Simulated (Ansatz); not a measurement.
The cell is a 12-atom cell of SiO2 (P6_322) from a materials database; cell and atoms were relaxed with r2SCAN. Space group P6_322 (No. 182), hexagonal; a = 5.036 Å, c = 8.565 Å in the conventional setting, 15.67 Å³ an atom. Around Si lie 4 O at 1.60–1.61 Å; around O lie 2 Si at 1.61 Å; around O lie 2 Si at 1.60 Å.

```
Si O
1.0
     5.03555    0.00000    0.00000
    -2.51777    4.36091    0.00000
     0.00000    0.00000    8.56524
Si O
4 8
Direct
  0.66667 0.33333 0.93704
  0.66667 0.33333 0.56296
  0.33333 0.66667 0.06296
  0.33333 0.66667 0.43704
  0.00000 0.41318 0.00000
  0.41318 0.41318 0.50000
  0.58682 0.00000 0.50000
  0.58682 0.58682 0.00000
  0.00000 0.58682 0.50000
  0.66667 0.33333 0.75000
  0.33333 0.66667 0.25000
  0.41318 0.00000 0.00000
```

The questions ask for values computed with the PAW code Ansatz on this geometry. Calculated for a static, non-magnetic cell.

Given (6×6×4 mesh): With PBE the valence top lies at Γ–A (0.40 of the way from Γ) and the conduction bottom at Γ, 5.58 eV higher; the smallest vertical gap, at Γ–A (0.10 of the way from Γ), is 5.63 eV.

Q: Estimate the gap with r2SCAN on 6×6×4.

A: With r2SCAN the valence top lies at Γ–A (0.38 of the way from Γ) and the conduction bottom at Γ, 6.17 eV higher; the smallest vertical gap, at Γ–A (0.10 of the way from Γ), is 6.22 eV. The gap differs by +0.59 eV from PBE's.

Q: How does the gap change from PBE to HSE06 (6×6×2)?

A: With HSE06 the valence top lies at Γ–A (0.38 of the way from Γ) and the conduction bottom at Γ, 7.32 eV higher; the smallest vertical gap, at Γ–A (0.10 of the way from Γ), is 7.37 eV. The gap differs by +1.74 eV from PBE's.

Q: Estimate the gap with PBE0 on 6×6×2.

A: The PBE0 gap is indirect, 8.08 eV (Γ–A (0.38 of the way from Γ) to Γ), below the direct gap of 8.13 eV at Γ–A (0.10 of the way from Γ). The gap differs by +2.50 eV from PBE's.

Q: What do these levels agree on?

A: r2SCAN covers 34 % of the step from PBE to HSE06. All these functionals give a gap of the same kind, indirect.

Where an edge lies off the special points, it is a point of the mesh or the k point where a search put PBE's edge or least direct gap, reused for the other functionals, whose own edges may lie a little apart; PBE's own value is read along its path and can be a few hundredths of an eV high.

The meshes of the hybrids are coarse, so their gaps aren't converged to the digits shown.
